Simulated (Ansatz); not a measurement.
**Rh: response to equal strain of all cell vectors**

How does Rh answer equal strain of all cell vectors between -6 and +6 %? At each strain the shape is held and the atoms relax, within the symmetry that is left.

This is Rh in the hcp structure; at room conditions it is fcc.

Computed with Ansatz 0.2.0 (DFT PBE, scalar-relativistic, plane waves, PAW, unless a step's input says otherwise).

2 further runs of the same task are left out: 2 set aside as unsound or not needed.

## Step 1: Starting point

The structure is hexagonal, space group P6_3/mmc (No. 194). The conventional cell has a = 2.725 Å, b = 2.725 Å, c = 4.385 Å, α = 90.00°, β = 90.00°, γ = 120.00°. Rh (site symmetry -6m2) has 12 Rh at 2.70 to 2.72 Å as nearest neighbours.

Coordinates:

```cif
data_structure
_symmetry_space_group_name_H-M 'P 1'
_symmetry_Int_Tables_number 1
_cell_length_a 2.7248
_cell_length_b 2.7248
_cell_length_c 4.3848
_cell_angle_alpha 90.000
_cell_angle_beta 90.000
_cell_angle_gamma 120.000
_cell_volume 28.19
loop_
_atom_site_label
_atom_site_type_symbol
_atom_site_fract_x
_atom_site_fract_y
_atom_site_fract_z
_atom_site_occupancy
Rh1 Rh 0.66667 0.33333 0.75000 1
Rh2 Rh 0.33333 0.66667 0.25000 1
```

It goes back to an entry of the Materials Project, which need not be the stable form.

This cell was relaxed beforehand with the same method: volume 14.10 Å³/atom, gap on the mesh none (metal).

## Step 2: The unstrained reference

The input, input.yaml:

```yaml
crystal:
  lattice:
    - [2.7247892442, 0.0, 0.0]
    - [-1.3623946221, 2.3597367054, 0.0]
    - [0.0, 0.0, 4.384842503]
  atoms:
    - { symbol: Rh, position: [0.6666666667, 0.3333333333, 0.75] }
    - { symbol: Rh, position: [0.3333333333, 0.6666666667, 0.25] }
basis:
  ecutwfc: 420
kpoints:
  mp_grid: { grid: [18, 18, 10] }
hamiltonian:
  xc: pbe
scf:
  occupations: { method: gaussian, width: 0.1 }
output:
  forces: true
  stress: true
  eigenvalues: true
```

The log of the run, shortened:

```text
Warning: RAYON_NUM_THREADS=1 ignored (pool sized by the plan → 1); use --threads N
[...]
Pseudopotentials: kind: paw
Pseudopotential: Rh, paw, valence charge 17, recommended cutoff 420 eV (normal), Rh.paw.azcp
Functional definition: PBE
[...]
Crystal: 2 atoms, lattice volume = 28.194 Å³
Basis set: ecut = 420 eV, 549 PW (Γ), exchange–correlation on 40×40×60 points (8 copies of the dense FFT grid, shifted against one another)
Bands: 21, of which v1, the nominal top of the filled ones, is band 17 counted from 1 (16 counted from 0)
Symmetry: 24 space group operations
Space group: P63/mmc (ITA 194), of the structure as read, at distance tolerance 3.0e-5 Å
k-points: 222 of 3240
[...]
SCF iter   1: F=—  HF=-12805.708098 eV  |F-HF|=—  |Δ(HF+E_count)|=         —  Δρ=7.56e-3  dr2=2.76e-3  ethr=1.77e-3  ⟨swp⟩=4.7  Hψ=17937  notcnv=0
[...]
SCF iter   6: F=-12805.711199 eV  HF=-12805.711199 eV  |F-HF|=1.21e-8  |Δ(HF+E_count)|=   1.89e-8  Δρ=8.74e-6  dr2=1.69e-8  ethr=2.94e-10  ⟨swp⟩=4.1  Hψ=15227  notcnv=0
[...]
SCF converged after 6 iterations
Free energy (F): -12805.711199 eV
[...]
E sigma→0 (E₀):  -12805.702824 eV
Entropy (-TS):   -0.016750 eV (-8.375 meV/atom)
Fermi energy:    21.785451 eV
[...]
--- Forces (eV/Å), atoms counted from 1 ---
  atom   1  Rh    -0.00000000    -0.00000000     0.00000000
  atom   2  Rh    -0.00000000     0.00000000     0.00000000
[...]
--- Stress (GPa, compression-positive) ---
        0.005222       0.000000       0.000000
        0.000000       0.005222       0.000000
        0.000000       0.000000       0.005110
  P = ⅓ Tr σ = 0.0052 GPa (0.052 kbar)
--- Band table (eV; the first three rows and the last of 222) ---
  k-point 0: bands = ["-57.1026", "-56.9946", "-25.3123", "-24.6986", "-24.6986", "-24.6145", "-24.5969", "-24.5969", "13.9019", "15.7712", "18.8193", "18.8535", "18.8535", "19.3664", "19.3664", "19.8976", "19.8976", "21.9027", "21.9027", "22.5736", "30.2265"]
[...]
```

Run time: 8.7 s. Hardware: 1 thread of an Arm CPU, shared host; peak memory 0.37 GiB.

This 2-atom setting of the relaxed crystal is the reference for all strained cells.

## Step 3: The cell strained by -2.0 %

input.yaml, as its differences from that of step 2:

```diff
@@ -2,5 +2,5 @@
   lattice:
-    - [2.7247892442, 0.0, 0.0]
-    - [-1.3623946221, 2.3597367054, 0.0]
-    - [0.0, 0.0, 4.384842503]
+    - [2.6702934593, 0.0, 0.0]
+    - [-1.3351467296, 2.3125419713, 0.0]
+    - [0.0, 0.0, 4.2971456529]
   atoms:
```

The log of the run, shortened:

```text
Warning: RAYON_NUM_THREADS=1 ignored (pool sized by the plan → 1); use --threads N
[...]
[... 3 set-up lines as earlier in the session ...]
[...]
Crystal: 2 atoms, lattice volume = 26.536 Å³
Basis set: ecut = 420 eV, 537 PW (Γ), exchange–correlation on 36×36×60 points (8 copies of the dense FFT grid, shifted against one another)
Bands: 21, of which v1, the nominal top of the filled ones, is band 17 counted from 1 (16 counted from 0)
[... 2 set-up lines as earlier in the session ...]
k-points: 222 of 3240
[...]
SCF iter   1: F=—  HF=-12805.619742 eV  |F-HF|=—  |Δ(HF+E_count)|=         —  Δρ=8.28e-3  dr2=2.91e-3  ethr=1.77e-3  ⟨swp⟩=4.7  Hψ=18016  notcnv=0
[...]
SCF iter   6: F=-12805.623257 eV  HF=-12805.623257 eV  |F-HF|=1.31e-8  |Δ(HF+E_count)|=   4.23e-8  Δρ=9.44e-6  dr2=1.82e-8  ethr=2.94e-10  ⟨swp⟩=4.2  Hψ=15466  notcnv=0
[...]
SCF converged after 6 iterations
Free energy (F): -12805.623257 eV
[...]
E sigma→0 (E₀):  -12805.615681 eV
Entropy (-TS):   -0.015151 eV (-7.575 meV/atom)
Fermi energy:    23.550479 eV
[...]
--- Forces (eV/Å), atoms counted from 1 ---
  atom   1  Rh    -0.00000000    -0.00000000     0.00000000
  atom   2  Rh     0.00000000     0.00000000     0.00000000
[...]
--- Stress (GPa, compression-positive) ---
       17.895890       0.000000       0.000000
        0.000000      17.895890       0.000000
        0.000000       0.000000      18.452482
  P = ⅓ Tr σ = 18.0814 GPa (180.814 kbar)
--- Band table (eV; the first three rows and the last of 222) ---
  k-point 0: bands = ["-55.5361", "-55.3955", "-23.8267", "-23.0753", "-23.0753", "-22.9671", "-22.9515", "-22.9515", "15.2076", "17.0081", "20.2865", "20.3177", "20.3177", "20.8862", "20.8862", "21.4712", "21.4712", "23.6752", "23.6752", "24.2698", "32.5969"]
[...]
```

It took 8.5 s on 1 thread of an Arm CPU, shared host; peak memory 0.36 GiB.

The cell is held at each strain. Atoms start from the nearest strain of the same sign that is done. Symmetry fixes all atoms here, so a single point is enough.

## Step 4: The cell strained by +2.0 %

input.yaml, as its differences from that of step 3:

```diff
@@ -2,5 +2,5 @@
   lattice:
-    - [2.6702934593, 0.0, 0.0]
-    - [-1.3351467296, 2.3125419713, 0.0]
-    - [0.0, 0.0, 4.2971456529]
+    - [2.779285029, 0.0, 0.0]
+    - [-1.3896425145, 2.4069314395, 0.0]
+    - [0.0, 0.0, 4.4725393531]
   atoms:
```

The log of the run, shortened:

```text
Warning: RAYON_NUM_THREADS=1 ignored (pool sized by the plan → 1); use --threads N
[...]
[... 3 set-up lines as earlier in the session ...]
[...]
Crystal: 2 atoms, lattice volume = 29.919 Å³
Basis set: ecut = 420 eV, 579 PW (Γ), exchange–correlation on 40×40×60 points (8 copies of the dense FFT grid, shifted against one another)
Bands: 21, of which v1, the nominal top of the filled ones, is band 17 counted from 1 (16 counted from 0)
[... 1 set-up line as earlier in the session ...]
Space group: P63/mmc (ITA 194), of the structure as read, at distance tolerance 3.1e-5 Å
k-points: 222 of 3240
[...]
SCF iter   1: F=—  HF=-12805.634426 eV  |F-HF|=—  |Δ(HF+E_count)|=         —  Δρ=7.23e-3  dr2=2.97e-3  ethr=1.77e-3  ⟨swp⟩=4.7  Hψ=17915  notcnv=0
[...]
SCF iter   6: F=-12805.636941 eV  HF=-12805.636941 eV  |F-HF|=8.83e-9  |Δ(HF+E_count)|=   2.38e-8  Δρ=7.49e-6  dr2=1.32e-8  ethr=2.94e-10  ⟨swp⟩=4.0  Hψ=15134  notcnv=0
[...]
SCF converged after 6 iterations
Free energy (F): -12805.636941 eV
[...]
E sigma→0 (E₀):  -12805.627662 eV
Entropy (-TS):   -0.018558 eV (-9.279 meV/atom)
Fermi energy:    20.158244 eV
[...]
--- Forces (eV/Å), atoms counted from 1 ---
  atom   1  Rh    -0.00000000    -0.00000000     0.00000000
  atom   2  Rh    -0.00000000     0.00000000    -0.00000000
[...]
--- Stress (GPa, compression-positive) ---
      -12.830838       0.000000       0.000000
        0.000000     -12.830838      -0.000000
        0.000000      -0.000000     -13.230364
  P = ⅓ Tr σ = -12.9640 GPa (-129.640 kbar)
--- Band table (eV; the first three rows and the last of 222) ---
  k-point 0: bands = ["-58.5516", "-58.4686", "-26.6953", "-26.1934", "-26.1934", "-26.1285", "-26.1098", "-26.1098", "12.7132", "14.6262", "17.4590", "17.4953", "17.4953", "17.9586", "17.9586", "18.4415", "18.4415", "20.2676", "20.2676", "21.0249", "28.0466"]
[...]
```

It took 10 s on 1 thread of an Arm CPU, shared host; peak memory 0.37 GiB.

## Step 5: Strain -4.0 %

input.yaml, as its differences from that of step 4:

```diff
@@ -2,5 +2,5 @@
   lattice:
-    - [2.779285029, 0.0, 0.0]
-    - [-1.3896425145, 2.4069314395, 0.0]
-    - [0.0, 0.0, 4.4725393531]
+    - [2.6157976744, 0.0, 0.0]
+    - [-1.3078988372, 2.2653472372, 0.0]
+    - [0.0, 0.0, 4.2094488029]
   atoms:
```

The log of the run, shortened:

```text
Warning: RAYON_NUM_THREADS=1 ignored (pool sized by the plan → 1); use --threads N
[...]
[... 3 set-up lines as earlier in the session ...]
[...]
Crystal: 2 atoms, lattice volume = 24.944 Å³
Basis set: ecut = 420 eV, 513 PW (Γ), exchange–correlation on 36×36×60 points (8 copies of the dense FFT grid, shifted against one another)
Bands: 21, of which v1, the nominal top of the filled ones, is band 17 counted from 1 (16 counted from 0)
[... 1 set-up line as earlier in the session ...]
Space group: P63/mmc (ITA 194), of the structure as read, at distance tolerance 2.9e-5 Å
k-points: 222 of 3240
[...]
SCF iter   1: F=—  HF=-12805.324347 eV  |F-HF|=—  |Δ(HF+E_count)|=         —  Δρ=9.24e-3  dr2=3.30e-3  ethr=1.77e-3  ⟨swp⟩=4.8  Hψ=18245  notcnv=0
[...]
SCF iter   6: F=-12805.328004 eV  HF=-12805.328004 eV  |F-HF|=8.00e-9  |Δ(HF+E_count)|=   2.13e-8  Δρ=7.93e-6  dr2=1.14e-8  ethr=2.94e-10  ⟨swp⟩=4.3  Hψ=15489  notcnv=0
[...]
SCF converged after 6 iterations
Free energy (F): -12805.328004 eV
[...]
E sigma→0 (E₀):  -12805.321155 eV
Entropy (-TS):   -0.013698 eV (-6.849 meV/atom)
Fermi energy:    25.466274 eV
[...]
--- Forces (eV/Å), atoms counted from 1 ---
  atom   1  Rh     0.00000000    -0.00000000     0.00000000
  atom   2  Rh     0.00000000     0.00000000     0.00000000
[...]
--- Stress (GPa, compression-positive) ---
       42.342184       0.000000       0.000000
        0.000000      42.342184       0.000000
        0.000000       0.000000      43.652496
  P = ⅓ Tr σ = 42.7790 GPa (427.790 kbar)
--- Band table (eV; the first three rows and the last of 222) ---
  k-point 0: bands = ["-53.8439", "-53.6607", "-22.2328", "-21.3114", "-21.3114", "-21.1738", "-21.1609", "-21.1609", "16.6456", "18.3458", "21.8695", "21.8967", "21.8967", "22.5276", "22.5276", "23.1724", "23.1724", "25.5977", "25.5977", "26.1317", "35.1758"]
[...]
```

It took 8.3 s on 1 thread of an Arm CPU, shared host; peak memory 0.35 GiB.

## Step 6: Strain +4.0 %

input.yaml, as its differences from that of step 5:

```diff
@@ -2,5 +2,5 @@
   lattice:
-    - [2.6157976744, 0.0, 0.0]
-    - [-1.3078988372, 2.2653472372, 0.0]
-    - [0.0, 0.0, 4.2094488029]
+    - [2.8337808139, 0.0, 0.0]
+    - [-1.416890407, 2.4541261736, 0.0]
+    - [0.0, 0.0, 4.5602362031]
   atoms:
```

The log of the run, shortened:

```text
Warning: RAYON_NUM_THREADS=1 ignored (pool sized by the plan → 1); use --threads N
[...]
[... 3 set-up lines as earlier in the session ...]
[...]
Crystal: 2 atoms, lattice volume = 31.714 Å³
Basis set: ecut = 420 eV, 615 PW (Γ), exchange–correlation on 40×40×64 points (8 copies of the dense FFT grid, shifted against one another)
Bands: 21, of which v1, the nominal top of the filled ones, is band 17 counted from 1 (16 counted from 0)
[... 1 set-up line as earlier in the session ...]
Space group: P63/mmc (ITA 194), of the structure as read, at distance tolerance 3.2e-5 Å
k-points: 222 of 3240
[...]
SCF iter   1: F=—  HF=-12805.435722 eV  |F-HF|=—  |Δ(HF+E_count)|=         —  Δρ=7.08e-3  dr2=3.33e-3  ethr=1.77e-3  ⟨swp⟩=4.8  Hψ=17845  notcnv=0
[...]
SCF iter   6: F=-12805.437513 eV  HF=-12805.437513 eV  |F-HF|=1.36e-9  |Δ(HF+E_count)|=   1.69e-8  Δρ=6.69e-6  dr2=5.20e-9  ethr=2.94e-10  ⟨swp⟩=4.0  Hψ=15136  notcnv=0
[...]
SCF converged after 6 iterations
Free energy (F): -12805.437513 eV
[...]
E sigma→0 (E₀):  -12805.427211 eV
Entropy (-TS):   -0.020602 eV (-10.301 meV/atom)
Fermi energy:    18.657044 eV
[...]
--- Forces (eV/Å), atoms counted from 1 ---
  atom   1  Rh     0.00000000     0.00000000     0.00000000
  atom   2  Rh     0.00000000    -0.00000000     0.00000000
[...]
--- Stress (GPa, compression-positive) ---
      -21.788240       0.000000       0.000000
        0.000000     -21.788240       0.000000
        0.000000       0.000000     -22.469769
  P = ⅓ Tr σ = -22.0154 GPa (-220.154 kbar)
--- Band table (eV; the first three rows and the last of 222) ---
  k-point 0: bands = ["-59.8914", "-59.8276", "-27.9819", "-27.5705", "-27.5705", "-27.5212", "-27.5017", "-27.5017", "11.6286", "13.5652", "16.1972", "16.2348", "16.2348", "16.6540", "16.6540", "17.0933", "17.0933", "18.7584", "18.7584", "19.6075", "26.0400"]
[...]
```

It took 10 s on 1 thread of an Arm CPU, shared host; peak memory 0.37 GiB.

## Step 7: At -6.0 %

input.yaml, as its differences from that of step 6:

```diff
@@ -2,5 +2,5 @@
   lattice:
-    - [2.8337808139, 0.0, 0.0]
-    - [-1.416890407, 2.4541261736, 0.0]
-    - [0.0, 0.0, 4.5602362031]
+    - [2.5613018895, 0.0, 0.0]
+    - [-1.2806509448, 2.2181525031, 0.0]
+    - [0.0, 0.0, 4.1217519528]
   atoms:
```

The log of the run, shortened:

```text
Warning: RAYON_NUM_THREADS=1 ignored (pool sized by the plan → 1); use --threads N
[...]
[... 3 set-up lines as earlier in the session ...]
[...]
Crystal: 2 atoms, lattice volume = 23.417 Å³
Basis set: ecut = 420 eV, 463 PW (Γ), exchange–correlation on 36×36×60 points (8 copies of the dense FFT grid, shifted against one another)
Bands: 21, of which v1, the nominal top of the filled ones, is band 17 counted from 1 (16 counted from 0)
[... 2 set-up lines as earlier in the session ...]
k-points: 222 of 3240
[...]
SCF iter   1: F=—  HF=-12804.767354 eV  |F-HF|=—  |Δ(HF+E_count)|=         —  Δρ=1.05e-2  dr2=3.84e-3  ethr=1.77e-3  ⟨swp⟩=4.8  Hψ=18513  notcnv=0
[...]
SCF iter   6: F=-12804.770740 eV  HF=-12804.770740 eV  |F-HF|=2.62e-8  |Δ(HF+E_count)|=   2.68e-8  Δρ=1.69e-5  dr2=4.34e-8  ethr=2.94e-10  ⟨swp⟩=4.4  Hψ=15633  notcnv=0
[...]
SCF converged after 6 iterations
Free energy (F): -12804.770740 eV
[...]
E sigma→0 (E₀):  -12804.764555 eV
Entropy (-TS):   -0.012370 eV (-6.185 meV/atom)
Fermi energy:    27.547486 eV
[...]
--- Forces (eV/Å), atoms counted from 1 ---
  atom   1  Rh    -0.00000000    -0.00000000     0.00000000
  atom   2  Rh     0.00000000     0.00000000    -0.00000000
[...]
--- Stress (GPa, compression-positive) ---
       75.249565       0.000000       0.000000
        0.000000      75.249565      -0.000000
        0.000000      -0.000000      77.569926
  P = ⅓ Tr σ = 76.0230 GPa (760.230 kbar)
--- Band table (eV; the first three rows and the last of 222) ---
  k-point 0: bands = ["-52.0172", "-51.7784", "-20.5250", "-19.3937", "-19.3937", "-19.2198", "-19.2106", "-19.2106", "18.2335", "19.7942", "23.5784", "23.6004", "23.6004", "24.3015", "24.3015", "25.0129", "25.0129", "27.6842", "27.6842", "28.1789", "37.9824"]
[...]
```

Wall time 7.8 s (1 thread of an Arm CPU, shared host); peak memory 0.35 GiB.

## Step 8: Strain +6.0 %

input.yaml, as its differences from that of step 7:

```diff
@@ -2,5 +2,5 @@
   lattice:
-    - [2.5613018895, 0.0, 0.0]
-    - [-1.2806509448, 2.2181525031, 0.0]
-    - [0.0, 0.0, 4.1217519528]
+    - [2.8882765988, 0.0, 0.0]
+    - [-1.4441382994, 2.5013209077, 0.0]
+    - [0.0, 0.0, 4.6479330532]
   atoms:
```

The log of the run, shortened:

```text
Warning: RAYON_NUM_THREADS=1 ignored (pool sized by the plan → 1); use --threads N
[...]
[... 3 set-up lines as earlier in the session ...]
[...]
Crystal: 2 atoms, lattice volume = 33.579 Å³
Basis set: ecut = 420 eV, 663 PW (Γ), exchange–correlation on 40×40×64 points (8 copies of the dense FFT grid, shifted against one another)
Bands: 21, of which v1, the nominal top of the filled ones, is band 17 counted from 1 (16 counted from 0)
[... 2 set-up lines as earlier in the session ...]
k-points: 222 of 3240
[...]
SCF iter   1: F=—  HF=-12805.142009 eV  |F-HF|=—  |Δ(HF+E_count)|=         —  Δρ=6.76e-3  dr2=3.48e-3  ethr=1.77e-3  ⟨swp⟩=4.8  Hψ=17835  notcnv=0
[...]
SCF iter   6: F=-12805.143173 eV  HF=-12805.143173 eV  |F-HF|=1.90e-9  |Δ(HF+E_count)|=   2.37e-8  Δρ=6.54e-6  dr2=5.81e-9  ethr=2.94e-10  ⟨swp⟩=4.0  Hψ=15123  notcnv=0
[...]
SCF converged after 6 iterations
Free energy (F): -12805.143173 eV
[...]
E sigma→0 (E₀):  -12805.131757 eV
Entropy (-TS):   -0.022833 eV (-11.416 meV/atom)
Fermi energy:    17.270695 eV
[...]
--- Forces (eV/Å), atoms counted from 1 ---
  atom   1  Rh    -0.00000000    -0.00000000     0.00000000
  atom   2  Rh    -0.00000000     0.00000000     0.00000000
[...]
--- Stress (GPa, compression-positive) ---
      -27.791948       0.000000       0.000000
       -0.000000     -27.791948       0.000000
        0.000000       0.000000     -28.669823
  P = ⅓ Tr σ = -28.0846 GPa (-280.846 kbar)
--- Band table (eV; the first three rows and the last of 222) ---
  k-point 0: bands = ["-61.1304", "-61.0813", "-29.1782", "-28.8402", "-28.8402", "-28.8034", "-28.7836", "-28.7836", "10.6369", "12.5808", "15.0258", "15.0642", "15.0642", "15.4440", "15.4440", "15.8441", "15.8441", "17.3642", "17.3642", "18.3072", "24.1910"]
[...]
```

Wall time 11 s (1 thread of an Arm CPU, shared host); peak memory 0.38 GiB.

## Step 9: All strains together

```
strain (%)  ΔE (meV/atom)  a (Å)  b (Å)  c (Å)     σxx     σyy     σzz
      -6.0          469.1  2.561  2.561  4.122   75.25   75.25   77.57
      -4.0          190.8  2.616  2.616  4.209   42.34   42.34   43.65
      -2.0           43.6  2.670  2.670  4.297   17.90   17.90   18.45
      +0.0            0.0  2.725  2.725  4.385    0.01    0.01    0.01
      +2.0           37.6  2.779  2.779  4.473  -12.83  -12.83  -13.23
      +4.0          137.8  2.834  2.834  4.560  -21.79  -21.79  -22.47
      +6.0          285.5  2.888  2.888  4.648  -27.79  -27.79  -28.67
```

ΔE is over the unstrained cell. Stress in GPa, positive in compression, on the Cartesian axes of the input. 

## Step 10: Results

```
                               quantity                     value
                    largest energy cost  469.1 meV/atom at -6.0 %
(1/V) d²E/dε² at zero strain, cubic fit                  2388 GPa
```

The curvature of the energy, 2388 GPa, is nine times the bulk modulus at fixed shape. Compression by 6 % costs 469.1 meV/atom and stretching 285.5.
